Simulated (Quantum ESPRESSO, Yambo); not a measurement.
Planning a run of Yambo 5.3.0 on RbBr (Fm-3m). The input:

```
HF_and_locXC
gw0
dyson
ppa
em1d
rim_cut
RandQpts= 1000000
RandGvec= 1 RL
EXXRLvcs= 76 Ry
VXCRLvcs= 304 Ry
Chimod= "HARTREE"
% BndsRnXp
 1 | 209 |
%
NGsBlkXp= 13 Ry
% LongDrXp
 1 | 1 | 1 |
%
% GbndRnge
 1 | 209 |
%
DysSolver= "n"
ExtendOut
PPAPntXp= 27.21138 eV
% QPkrange
 1 | 1 | 12 | 15 |
%
```

The database entry behind the starting cell differs from later determinations by our own check (about 0.5 % short), so it need not match the best structure at ambient conditions.

```sh
OMP_NUM_THREADS=1 mpirun -n 4 yambo -F gw1.in -J gw1 -C gw1 > gw1.log
```

The stored states that it reads are on a 4×4×4 mesh. The structure is cubic, space group Fm-3m (No. 225). The conventional cell has a = 6.854 Å, b = 6.854 Å, c = 6.854 Å, α = 90.00°, β = 90.00°, γ = 90.00°. Nearest to Rb lie 6 Br at 3.43 Å. Nearest to Br lie 6 Rb at 3.43 Å. Farther neighbours and most contacts between anions are not listed.

**Question.** How long will it take on 4 MPI ranks of Arm Neoverse V1, shared host, and how much memory?

It took 5.2 min; on shared hardware allow 2.6 min to 10 min. Peak host memory was 2.1 GiB.

The screening grows as filled bands × empty bands × pairs of k points, times the square of the screening basis for the matrix.

[Paths, hosts, dates, memory and timing lines, banners, echoed tables and standing remarks are left out of the program output.]

[Logs are printed without paths, hosts, clocks, repeated set-up lines and the standing remarks that a program may print on its own settings, such as how far it seeks lower states.]

[Runs of the session that timed out or met a known fault of the program may be left out.]

[Hosts, paths, dates, database ids (printed as entryN), source tags and the programs' standing remarks are cut or masked in the printed files.]
